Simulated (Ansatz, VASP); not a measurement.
One calculation of WC, two programs

```xyz
2
Lattice="2.9005 0.0000 0.0000 -1.4503 2.5119 0.0000 0.0000 0.0000 2.8290" Properties=species:S:1:pos:R:3 pbc="T T T"
W     0.0000    0.0000    0.0000
C     1.4503    0.8373    1.4145
```

Alike in both runs: task single point; functional PBE; k mesh 14 × 14 × 12; occupations gaussian, width 0.05 eV; no spin polarisation.

```csv
,VASP,Ansatz
version,VASP 6.6.1,Ansatz 0.2.0
potentials or method,"VASP PAW PBE potentials, release 64 (W_sv, C)","scalar-relativistic, plane waves, PAW"
plane-wave cutoff (eV),520,420
valence electrons in the cell,18,18
```

Ansatz gave:

* gap on the k mesh at the Fermi level (eV): none
* pressure (GPa): 8.5
* largest component of the traceless stress (GPa): 0.51

**Question.** Estimate VASP's values.

**Answer.** gap on the k mesh at the Fermi level (eV): none; pressure (GPa): 9.7; largest component of the traceless stress (GPa): 0.73.

A gap of «none» marks a metal or a gap that the smearing closes.

Spin-orbit coupling is left out, which matters for the levels of W.
